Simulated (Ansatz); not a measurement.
# Co (P6_3/mmc) in Ansatz: notebook

One crystal, Co, is run at these levels: B3LYP5; tasks: single point, equation of state.

All numbers are computed with Ansatz 0.2.0; they aren't measurements. Logs are shortened: lines on timing, memory, paths and dates and some standing lists are left out, and cuts for length are marked.

## 1. The crystal as given

Symmetry: P6_3/mmc, No. 194, hexagonal system. Conventional cell: a = 2.472 Å, b = 2.472 Å, c = 4.021 Å, α = 90.00°, β = 90.00°, γ = 120.00°. Around Co (site symmetry -6m2) lie 12 Co at 2.47 Å.

## 2. Single point, B3LYP5, collinear spin, ferromagnetic start, 10.00 Å³/atom (volume scaled by 0.94)

The input, input.yaml:

```yaml
crystal:
  lattice:
    - [2.4215367659, 0.0, 0.0]
    - [-1.210768383, 2.0971123555, 0.0]
    - [0.0, 0.0, 3.9390568819]
  atoms:
    - { symbol: Co, position: [0.6666666667, 0.3333333333, 0.75], spin: 2.0 }
    - { symbol: Co, position: [0.3333333333, 0.6666666667, 0.25], spin: 2.0 }
hamiltonian:
  xc: b3lyp5
  pseudopotentials: { kind: paw }
magnetization:
  spin_polarized: true
kpoints:
  mp_grid: { grid: [6, 6, 4] }
scf:
  occupations: { method: fermi_dirac, width: 0.05 }
output:
  forces: true
  stress: true
  eigenvalues: true
```

Potentials or basis: Ansatz PAW.

On the command line:

```sh
$ ansatz run input.yaml --threads 2 --pin off --max-ram 5632MiB --backend cpu --events-out ev --progress --plain --runs-dir out
```

The program printed:

```text
Warning: output.stress: scf.convergence.dr2_threshold = 1e-7 eV (the SCF's general default) is looser than the 2e-10 eV advised for a printed stress (1e-10 eV for each atom of the cell: 2). What an SCF threshold leaves in a stress goes as its square root, and in the free energy as the threshold itself, and one threshold admits the most on a small cell: of the crystals measured, under no hybrid functional and no lock of the moments, on runs that ended without the residual-converged pass, on stresses that held no estimate of that error, the worst erred by over 100 MPa in a component at 1e-7 eV an atom and by under 5 at 1e-10. Set scf.convergence.dr2_threshold to 2e-10 eV or tighter. The threshold is an SCF's pass mark: one that does not reach it within its budget of iterations ends unconverged, or closes short of it on a stop that the run arms, and scf.convergence.dr2_threshold's page says what that costs each kind of run
Warning: output.stress: scf.exx.energy_threshold = 1e-6 eV is looser than the 2e-8 eV advised for a stress under a hybrid functional (1e-8 eV for each atom of the cell: 2). Every SCF of the exchange loop can meet its threshold on dr2 while the loop round them stops early: no threshold on dr2 bounds what that leaves in the stress. Set scf.exx.energy_threshold to 2e-8 eV or tighter. The threshold is the loop's pass mark: a loop that does not reach it within its budget of cycles ends unconverged, and scf.exx.energy_threshold's page has the law
Warning: RAYON_NUM_THREADS=2 ignored (pool sized by the plan → 2); use --threads N
Engine: ansatz 0.2.0, x86_64-unknown-linux-gnu
Pseudopotentials: kind: paw
Pseudopotential: Co, paw, valence charge 17, recommended cutoff 420 eV (normal), Co.paw.azcp
Functional definition: B3LYP5
  parameter a0 = 0.2
  parameter ax = 0.72
  parameter ac = 0.81
  exchange = (1 - a0 - ax)*slater_x + ax*b88_x + a0*exact_x
  correlation = (1 - ac)*vwn5_c + ac*lyp_c
Crystal: 2 atoms, lattice volume = 20.003 Å³
Basis set: ecut = 420 eV, 379 PW (Γ), exchange–correlation on 36×36×54 points (8 copies of the dense FFT grid, shifted against one another)
Bands: 23, of which v1, the nominal top of the filled ones, is band 17 counted from 1 (16 counted from 0)
Symmetry: 24 space group operations
Space group: P63/mmc (ITA 194), of the structure as read, at distance tolerance 2.7e-5 Å
Magnetic group: BNS 194.263 (UNI 1493), of the structure as read, at distance tolerance 2.7e-5 Å
k-points: 21 of 144
Non-local potential: Co, projectors of the file, l = 0: 3, l = 1: 2, l = 2: 3, l = 3: 1
PAW form: soft (Blöchl's): semilocal exchange-correlation on the pseudo side does not see the compensation charge
PAW frozen core: Co, regenerated for the run's functional, and the local potential with it (the file was generated under x = pbe(κ = 0.804, μ = 0.2195149727645171), c = pbe(β = 0.06672455060314922))
PAW one-centre angular grid: Co, 590 points (default); XC on 64 Gauss nodes
Initial density: superposition of atomic densities (chi_scale 0.1, normalization cell)
Starting moments: Σ|m| = 4 μB on 2 of 2 sites
Initial wavefunctions: pseudopotential atomic-orbital guess
Functional: x = 0.1 slater + 0.9 b88, c = 0.19 vwn5 + 0.81 lyp, warm-up for x = 0.08 slater + 0.72 b88 + 0.2 exact, c = 0.19 vwn5 + 0.81 lyp
iter 1 solved again at ethr=2.10e-4 eV; its pass at ethr=1.00e-1 eV (dr2=7.13e-2 eV) is discarded
SCF iter   1: F=—  HF=-10259.127662 eV  |F-HF|=—  |Δ(HF+E_count)|=         —  Δρ=3.23e-2 (↑3.23e-2 ↓2.88e-2)  dr2=6.40e-2  dr2_m=1.40e-1  M=3.139 μB ∫|m|=3.226 μB  β_m=0.30  ethr=2.10e-4  ⟨swp⟩=5.4  Hψ=5957  notcnv=0
preconditioner: auto → none  [metal: Δε(μ)=0.081 eV  Ē_g=10.282 eV  σ=0.050 eV  W_gap=0.37  n_scr=2 (ndim 8)  ℏωp=35.2 eV  f_vac=0.000  D(μ)=1.74/eV (n_scr^D=22)  sad-step TF]
SCF iter   2: F=—  HF=-10259.201636 eV  |F-HF|=—  |Δ(HF+E_count)|=   7.40e-2  Δρ=2.22e-2 (↑2.22e-2 ↓2.03e-2)  dr2=1.71e-2  dr2_m=7.57e-2  M=3.094 μB ∫|m|=3.216 μB  β_m=0.30  ethr=1.88e-4  ⟨swp⟩=2.3  Hψ=1948  notcnv=0
SCF iter   3: F=—  HF=-10259.242754 eV  |F-HF|=—  |Δ(HF+E_count)|=   4.11e-2  Δρ=1.50e-2 (↑1.50e-2 ↓1.50e-2)  dr2=2.83e-3  dr2_m=4.05e-2  M=3.066 μB ∫|m|=3.215 μB  β_m=0.30  ethr=5.02e-5  ⟨swp⟩=3.0  Hψ=2350  notcnv=0
SCF iter   4: F=—  HF=-10259.272792 eV  |F-HF|=—  |Δ(HF+E_count)|=   3.00e-2  Δρ=1.10e-2 (↑1.05e-2 ↓1.10e-2)  dr2=5.08e-4  dr2_m=2.10e-2  M=3.050 μB ∫|m|=3.219 μB  β_m=0.30  ethr=8.31e-6  ⟨swp⟩=3.3  Hψ=2411  notcnv=0
SCF iter   5: F=—  HF=-10259.286943 eV  |F-HF|=—  |Δ(HF+E_count)|=   1.42e-2  Δρ=7.87e-3 (↑7.45e-3 ↓7.87e-3)  dr2=4.18e-4  dr2_m=1.06e-2  M=3.042 μB ∫|m|=3.225 μB  β_m=0.30  ethr=1.49e-6  ⟨swp⟩=3.0  Hψ=2166  notcnv=0
iter 6 solved again at ethr=9.26e-8 eV; its pass at ethr=1.23e-6 eV (dr2=3.15e-5 eV) is discarded
SCF iter   6: F=—  HF=-10259.294445 eV  |F-HF|=—  |Δ(HF+E_count)|=   7.50e-3  Δρ=5.42e-3 (↑5.30e-3 ↓5.42e-3)  dr2=3.13e-5  dr2_m=5.26e-3  M=3.037 μB ∫|m|=3.232 μB  β_m=0.30  ethr=9.26e-8  ⟨swp⟩=2.0  Hψ=3673  notcnv=0
SCF iter   7: F=—  HF=-10259.298380 eV  |F-HF|=—  |Δ(HF+E_count)|=   3.94e-3  Δρ=3.79e-3 (↑3.77e-3 ↓3.79e-3)  dr2=4.37e-7  dr2_m=2.62e-3  M=3.034 μB ∫|m|=3.238 μB  β_m=0.30  ethr=9.21e-8  ⟨swp⟩=3.8  Hψ=2436  notcnv=0
Mixer restart at iter 7: flushing history
[... 67 lines left out ...]
Mixer restart at iter 6: flushing history
SCF iter   7: F=—  HF=-10256.817379 eV  |F-HF|=—  |Δ(HF+E_count)|=   1.62e-6  Δρ=3.54e-5 (↑7.61e-6 ↓3.54e-5)  dr2=2.47e-7  dr2_m=6.94e-8  M=3.347 μB ∫|m|=4.082 μB  β_m=0.73  ethr=2.41e-12  ⟨swp⟩=4.6  Hψ=2968  notcnv=0
SCF iter   8: F=—  HF=-10256.817379 eV  |F-HF|=—  |Δ(HF+E_count)|=   5.10e-7  Δρ=2.19e-5 (↑8.67e-6 ↓2.19e-5)  dr2=1.18e-7  dr2_m=3.18e-8  M=3.347 μB ∫|m|=4.082 μB  β_m=0.87  ethr=2.41e-12  ⟨swp⟩=4.3  Hψ=3175  notcnv=0
SCF iter   9: F=—  HF=-10256.817380 eV  |F-HF|=—  |Δ(HF+E_count)|=   4.84e-7  Δρ=1.93e-5 (↑1.93e-5 ↓1.92e-5)  dr2=1.54e-7  dr2_m=1.76e-9  M=3.347 μB ∫|m|=4.082 μB  β_m=0.68  ethr=2.41e-12  ⟨swp⟩=5.0  Hψ=3481  notcnv=0
SCF iter  10: F=—  HF=-10256.817379 eV  |F-HF|=—  |Δ(HF+E_count)|=   2.42e-8  Δρ=6.28e-6 (↑2.65e-6 ↓6.28e-6)  dr2=1.06e-8  dr2_m=1.27e-9  M=3.347 μB ∫|m|=4.082 μB  β_m=0.84  ethr=2.41e-12  ⟨swp⟩=4.3  Hψ=3199  notcnv=0
SCF iter  11: F=-10256.817380 eV  HF=-10256.817380 eV  |F-HF|=6.00e-11  |Δ(HF+E_count)|=   2.21e-8  Δρ=2.24e-6 (↑4.23e-7 ↓2.24e-6)  dr2=7.66e-10  dr2_m=2.98e-10  M=3.347 μB ∫|m|=4.082 μB  ethr=2.41e-12  ⟨swp⟩=4.1  Hψ=2819  notcnv=0  defer=1
SCF 6 converged in 11 iterations: F = -10256.817380 eV  dr2 = 7.66e-10
  Residual-converged pass: ⟨swp⟩=1.7  Hψ=1048  notcnv=0  max |occ|·‖R‖ = 2.4e-6 eV (tolerance 2.4e-6 eV)  dr2=7.66e-10  dr2_m=2.98e-10  dr2_onsite=3.85e-10  max |Δocc| = 7.7e-14
hybrid outer 5: dexx = +4.399e-5 eV, tail = 1.01e-6 eV, magnetization grown 1.0059 times (not accepted), Δε = 1.78e-2 eV (about 3.65e-3 eV left of the loop's levels)
Frozen-core exchange: fock
SCF iter   1: F=—  HF=-10256.817379 eV  |F-HF|=—  |Δ(HF+E_count)|=         —  Δρ=6.32e-6 (↑1.56e-6 ↓6.32e-6)  dr2=4.58e-9  dr2_m=2.11e-9  M=3.347 μB ∫|m|=4.082 μB  β_m=0.30  ethr=1.12e-9  ⟨swp⟩=2.9  Hψ=2171  notcnv=0
preconditioner: auto → none  [insulator: Δε(μ)=0.380 eV  Ē_g=12.709 eV  σ=0.050 eV  W_gap=0.76  n_scr=2 (ndim 8)  ℏωp=35.2 eV  f_vac=0.000  D(μ)=0.65/eV (n_scr^D=2)]
SCF iter   2: F=-10256.817379 eV  HF=-10256.817379 eV  |F-HF|=7.02e-10  |Δ(HF+E_count)|=   5.54e-9  Δρ=6.51e-6 (↑8.31e-7 ↓6.51e-6)  dr2=2.65e-9  dr2_m=2.21e-9  M=3.347 μB ∫|m|=4.082 μB  ethr=6.83e-12  ⟨swp⟩=3.5  Hψ=2124  notcnv=0  defer=1
SCF 7 converged in 2 iterations: F = -10256.817379 eV  dr2 = 2.65e-9
  Residual-converged pass: ⟨swp⟩=2.4  Hψ=1612  notcnv=0  max |occ|·‖R‖ = 2.4e-6 eV (tolerance 2.4e-6 eV)  dr2=2.65e-9  dr2_m=2.21e-9  dr2_onsite=2.58e-9  max |Δocc| = 1.3e-13
hybrid outer 6: dexx = +8.506e-9 eV, tail = 1.68e-8 eV, Δε = 3.03e-4 eV (about 2.78e-4 eV left of the loop's levels), ΔF = 1.39e-17 eV/Å (tail 6.24e-18)
this state was not tested for a lower state beside it, because the functional holds exact exchange (a hybrid, or Hartree-Fock), whose exchange loop this test does not read (fock_operator); the stability check (scf.self_checks: high) cannot read this state: a pseudopotential is PAW: the check reads norm-conserving sets alone
hybrid SCF converged: 6 outer / 39 inner (+13 warm-up), last move |dexx| = 8.51e-9 eV, tail = 1.68e-8 eV
Magnetization: 3.3472 μB (18.6736 up, 15.3264 down)
Absolute magnetization: 4.0886 μB (∫|ρ↑−ρ↓|, with the PAW one-centre terms)
Spin contamination: 0.1656 ħ² per cell (⟨S²⟩ above its minimum at these occupations)
Per-site moments (μB) at R_I (Å): [(1.8300932452966205, 0.9963096809807415), (1.8300932452966208, 0.9963096809807415)]
Free energy (F): -10256.817379 eV
Frozen-core exchange: fock
Harris-Foulkes:  -10256.817379 eV  (|F-HF|=7.02e-10)
Internal energy: -10256.812185 eV  (E = F + TS)
E sigma→0 (E₀):  -10256.814782 eV
Entropy (-TS):   -0.005194 eV (-2.597 meV/atom)
Fermi energy:    20.799187 eV
--- Per-component energies (eV) ---
  E_band       = -508.184962
  E_kinetic    = 915.936363
  E_local      = -5449.994036  (includes V_loc(G=0)·N_el)
  E_nonlocal   = 916.703687
  E_hartree    = 2304.647485
  E_xc         = -258.731128
  E_vxc        = -332.399232  (∫ρ·V_xc dr)
  E_exx        = -146.020434  (= α·E_x^exact, valence–valence)
  E_paw        = -2960.653188  (= ΣΔE_a)
  E_vpaw       = -875.685937  (= ΣTr[D̂ρ^β])
  E_aug_tail   = 0.000192  (compensation charges beyond the density's cutoff)
  E_ewald      = -5578.430520
  E_core_change = -0.270604  (= ΣΔE_core)
  E_smearing   = -0.005194  (= −TS)
  E_closure    = -0.000000  (closes the sum)
  Σ components = -10256.817379   (vs F -10256.817379, Δ=0.00e0)
--- Forces (eV/Å), atoms counted from 1 ---
  atom   1  Co    -0.00000000    -0.00000000     0.00000000
  atom   2  Co     0.00000000     0.00000000     0.00000000
  max |Σ_I F_I| component: 9.25e-18 eV/Å
--- Stress (GPa, compression-positive) ---
       25.056676       0.000000       0.000000
        0.000000      25.056676       0.000000
        0.000000       0.000000      22.540879
  P = ⅓ Tr σ = 24.2181 GPa (242.181 kbar)
--- Band table (eV; the first three rows and the last of 42) ---
  k-point 0 ↑: bands = ["-80.6450", "-80.5597", "-43.0432", "-42.5840", "-42.5712", "-42.5712", "-42.4999", "-42.4999", "10.3332", "13.3784", "15.8944", "16.0263", "16.0263", "16.3812", "16.3812", "16.7283", "16.7283", "18.1369", "18.1369", "21.1299", "28.5336", "44.9422", "48.2248"]
  k-point 1 ↑: bands = ["-80.6326", "-80.5723", "-42.9759", "-42.6516", "-42.5609", "-42.5609", "-42.5103", "-42.5103", "11.0550", "13.4179", "15.7535", "15.9005", "15.9005", "16.2116", "16.2116", "17.1108", "17.1108", "18.0605", "18.0605", "18.3123", "31.9285", "43.8853", "45.4697"]
  k-point 2 ↑: bands = ["-80.6024", "-80.6024", "-42.8138", "-42.8138", "-42.5354", "-42.5354", "-42.5354", "-42.5354", "12.7445", "12.7445", "15.8862", "15.8862", "15.9450", "15.9450", "15.9450", "15.9450", "17.6935", "17.6935", "17.6935", "17.6935", "37.8927", "37.8927", "45.6807"]
  k-point 20 ↓: bands = ["-77.6684", "-77.6684", "-39.9184", "-39.9184", "-39.8053", "-39.8053", "-39.5722", "-39.5722", "17.1686", "17.1686", "17.1723", "17.1723", "18.2695", "18.2695", "20.4799", "20.4799", "23.0818", "23.0818", "28.9531", "28.9531", "30.9076", "30.9076", "33.2678"]
```

Run time: 26 s. Hardware: 2 threads of Intel Xeon at 2.80GHz (Skylake/Cascade Lake), shared host; peak memory 0.63 GiB.

Results:

```yaml
Free_energy: -10256.8174 eV
Pressure: 24.2 GPa
Band_gap_on_the_k_mesh: none (metal or under the smearing width)
Net_moment: 3.35 μB per cell
Absolute_moment: 4.09 μB per cell
Site_moments: Co +1.83 μB
```

Caveat: the k mesh is coarse (spacing up to 0.50 Å⁻¹), so the values aren't converged, least of all with exact exchange; the magnetic or orbital state may not be the lowest; the PAW data sets come from PBE, with cores solved anew for the run's functional, which leaves a small shift of forces and pressure; the thresholds are loose for stress.

(Continued in part 2 of 2.)
